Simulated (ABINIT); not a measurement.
Set up this calculation in ABINIT 10.8.3 (patched build), as the native input.

```yaml
Task: single point
Functional: PBE
Potentials_or_basis: JTH PAW PBE v2.0
Cutoff: 408 eV
k_mesh: 12 × 12 × 6
Occupations: fermi-dirac, width 0.05 eV
Spin: collinear spin, ferromagnetic start
Starting_moments: "[2.0, 2.0] μB"
Fine-grid_cutoff: 816.342 eV
```

The system is V.

```
V
1.0
     2.60429    0.00000    0.00000
    -1.30215    2.25538    0.00000
     0.00000    0.00000    4.72334
V
2
Direct
  0.33739 0.66806 0.24828
  0.66409 0.33528 0.74232
```

This isn't the form of V at room conditions, which is bcc.

The cell isn't the ideal one: atoms moved at random, drawn with an rms of 0.05 Å.

One way to write it, as run:

run.abi

```
# Pseudopotentials
pp_dirpath "./"
pseudos "V.GGA_PBE-JTH.xml"

# Structure
acell 3*1.0 Angstrom
rprim
     2.6042941027     0.0000000000     0.0000000000
    -1.3021470513     2.2553848518     0.0000000000
     0.0000000000     0.0000000000     4.7233360000
ntypat 1
znucl 23
natom 2
typat 1 1
xred
     0.3373900000     0.6680620000     0.2482820000
     0.6640850000     0.3352850000     0.7423180000
chkprim 0
chksymtnons 0
tolsym 1.0e-6

# Plane-wave basis
ecut 15.0
pawecutdg 30.0
pawxcdev 0

# k points
kptopt 1
ngkpt 12 12 6
nshiftk 1
shiftk 0.0 0.0 0.0

# Exchange and correlation
ixc 11

# Bands and occupations
nband 18
occopt 3
tsmear 0.05 eV

# Spin
nsppol 2
spinat
     0.0000000000     0.0000000000     2.0000000000
     0.0000000000     0.0000000000     2.0000000000

# SCF cycle
nstep 100
tolvrs 1.0e-9

# Output
iomode 3
prtwf 0
prteig 0
prtebands 0
prtden 1
prtvha 1
prtvclmb 1
prtpot 1
```

Potentials or basis: JTH PAW PBE v2.0.

Launch:

```sh
$ abinit run.abi > log 2>&1
```

It gave:

```yaml
Pressure: 0.1 GPa
Largest_force: 0.273 eV/Å
Band_gap_on_the_k_mesh: none (metal or under the smearing width)
Net_moment: 0.00 μB per cell
Valence_electrons_inside_the_program's_atomic_spheres: V 11.23 (radii [1.1698] Å)
```

Run time: 4.3 min on 1 thread of Arm Neoverse V2, on a shared host, peak memory 0.31 GiB.
